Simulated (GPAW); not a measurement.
Here is a GPAW 26.7.0 calculation.

Contents of run.py:

```python
import json
import numpy as np
from ase import Atoms
from ase.constraints import FixSymmetry
from ase.io import read, write
from ase.optimize import BFGS
from phonopy import Phonopy
from phonopy.structure.atoms import PhonopyAtoms
from gpaw import GPAW, PW

atoms = read('Te2Mo.cif')

calc = GPAW(mode=PW(510),
            xc={'name': 'optB88-vdW', 'backend': 'libvdwxc'},
            kpts={'size': (8, 8, 2), 'gamma': True},
            occupations={'name': 'fermi-dirac', 'width': 0.05},
            nbands=46,
            convergence={'density': 1e-06, 'eigenstates': 1e-09},
            maxiter=150,
            legacy_gpaw=True,
            txt='gpaw.txt')
atoms.calc = calc
atoms.set_constraint(FixSymmetry(atoms))
BFGS(atoms, trajectory='relax.traj', logfile='-').run(fmax=0.005, steps=40)
atoms.set_constraint()
energy = atoms.get_potential_energy()
forces = atoms.get_forces()
calc.write('gs.gpw')
write('result.traj', atoms)
print('Cell:', atoms.cell.cellpar().round(4))
print(atoms.get_scaled_positions().round(5))

def force_constants(scale):
    unit = PhonopyAtoms(symbols=atoms.get_chemical_symbols(), cell=atoms.cell[:] * scale**(1 / 3),
                        scaled_positions=atoms.get_scaled_positions())
    ph = Phonopy(unit, supercell_matrix=np.diag([1, 1, 1]), primitive_matrix=np.eye(3), symprec=1e-4)
    ph.generate_displacements(distance=0.02)
    forces = []
    for i, sc in enumerate(ph.supercells_with_displacements):
        a = Atoms(sc.symbols, cell=sc.cell, scaled_positions=sc.scaled_positions, pbc=True)
        c = GPAW(mode=PW(510),
                 xc={'name': 'optB88-vdW', 'backend': 'libvdwxc'},
                 kpts={'size': (8, 8, 2), 'gamma': True},
                 occupations={'name': 'fermi-dirac', 'width': 0.05},
                 nbands=46,
                 convergence={'density': 1e-06, 'eigenstates': 1e-09},
                 maxiter=150,
                 legacy_gpaw=True,
                 txt=f'disp-{scale:.3f}-{i:02d}.txt')
        a.calc = c
        f = a.get_forces()
        forces.append(f - f.mean(axis=0))
        print(f'displacement {i}: drift', f.mean(axis=0).round(5), flush=True)
    ph.forces = forces
    ph.produce_force_constants()
    ph.symmetrize_force_constants()
    return ph

qpoints = [[0.0, 0.0, 0.0]]
results = {}
for scale in [1.0]:
    ph = force_constants(scale)
    ph.run_qpoints(qpoints)
    nu = ph.qpoints.frequencies * 33.35641  # THz to cm^-1
    results[f'{scale:.3f}'] = nu.tolist()
    for qp, f in zip(qpoints, nu):
        print(scale, np.round(qp, 4), f.round(2))
json.dump(results, open('phonons.json', 'w'))
```

Te2Mo.cif

```cif
data_Te2Mo
_cell_length_a 3.51820000
_cell_length_b 3.51820000
_cell_length_c 13.97360000
_cell_angle_alpha 90.00000000
_cell_angle_beta 90.00000000
_cell_angle_gamma 120.00000000
_space_group_name_H-M_alt 'P6_3/mmc'
_space_group_name_Hall '-P 6c 2c'
_space_group_IT_number 194
loop_
_space_group_symop_operation_xyz
'x,y,z'
'-x,-y,-z'
'x-y,x,z+1/2'
'-x+y,-x,-z+1/2'
'-y,x-y,z'
'y,-x+y,-z'
'-x,-y,z+1/2'
'x,y,-z+1/2'
'-x+y,-x,z'
'x-y,x,-z'
'y,-x+y,z+1/2'
'-y,x-y,-z+1/2'
'-y,-x,-z+1/2'
'y,x,z+1/2'
'-x,-x+y,-z'
'x,x-y,z'
'-x+y,y,-z+1/2'
'x-y,-y,z+1/2'
'y,x,-z'
'-y,-x,z'
'x,x-y,-z+1/2'
'-x,-x+y,z+1/2'
'x-y,-y,-z'
'-x+y,y,z'
loop_
_atom_site_label
_atom_site_type_symbol
_atom_site_symmetry_multiplicity
_atom_site_Wyckoff_symbol
_atom_site_fract_x
_atom_site_fract_y
_atom_site_fract_z
_atom_site_occupancy
Te1 Te 4 f 0.6666666667 0.3333333333 0.3790000000 1
Mo1 Mo 2 c 0.6666666667 0.3333333333 0.7500000000 1
```

Potentials or basis: GPAW PAW data sets (gpaw-data 1.2.1), pw.

Launch:

```sh
$ OMP_NUM_THREADS=1 python run.py
```

(1) Estimate the highest phonon frequency at Γ, LO-TO splitting left out.

(2) Predict the band gap on the k mesh.

Results:

(1) 281 cm⁻¹.

(2) 0.77 eV, indirect (least direct gap 1.18 eV).

Caveat: the LO-TO splitting is left out; spin-orbit coupling is left out, which moves the levels of the heavy elements.

**What was measured.**

“Broadband infrared study of pressure-tunable Fano resonance and metallization transition in 2H-MoTe2”, 2022, pmc:9569381 quotes, for a bulk crystal of Te2Mo at 300 K: band gap 0.88 ± 0.05 eV (indirect).

Against the measured gap of Te2Mo, 0.88 eV (indirect; 300 K; quoted in “Broadband infrared study of pressure-tunable Fano resonance and metallization transition in 2H-MoTe2”, 2022, pmc:9569381), the calculated 0.77 eV is off by -0.11 eV. Spin-orbit coupling on Mo, Te is left out. The value is that of optB88-vdW on a finite k mesh, which can miss the band edges, without temperature or zero-point motion.
